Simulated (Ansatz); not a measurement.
# Ag under changes of volume

One of the cells (17.048 Å³/atom); the others are scaled copies at fixed shape and fractional positions:

```xyz
1
Lattice="0.0000 2.0427 2.0427 2.0427 0.0000 2.0427 2.0427 2.0427 0.0000" Properties=species:S:1:pos:R:3 pbc="T T T"
Ag    0.0000    0.0000    0.0000
```

| Item | Value |
| --- | --- |
| Program | Ansatz 0.2.0 |
| Functional | PBE |
| Potentials or basis | all-electron LAPW, scalar-relativistic |
| Cutoff | 258 eV (chosen from the basis error) |
| Basis error allowed | 0.0005 eV/atom |
| k mesh | 11 × 11 × 11 |
| Occupations | fermi-dirac, width 0.05 eV |
| Spin | no spin polarisation |

| volume (Å³/atom) | energy over the lowest point (meV/atom) | pressure (GPa) |
| --- | --- | --- |
| 16.025 | 62.42 | 13.0 |
| 16.366 | 38.49 | 9.7 |
| 16.707 | 21.05 | 6.9 |
| 17.048 | ? | ? |
| 17.389 | 2.50 | 2.2 |
| 17.730 | 0.00 | 0.3 |
| 18.071 | 1.21 | -1.3 |

What does the run at 17.048 Å³/atom give?

Energy over the lowest point 9.29 meV/atom; pressure 4.4 GPa.

Worked out: A Birch-Murnaghan fit of order 3 (a polynomial in V^(-2/3)) to the other rows has its minimum at 17.78 Å³/atom with B0 = V·E''(V) = 89 GPa and B' = 6.4. It gives 9.31 meV/atom at 17.048 Å³/atom, against the run's 9.29, and -dE/dV = 4.3 GPa, against 4.4.

Energies are extrapolated to zero smearing.

The runs don't all hold the same shells in valence.
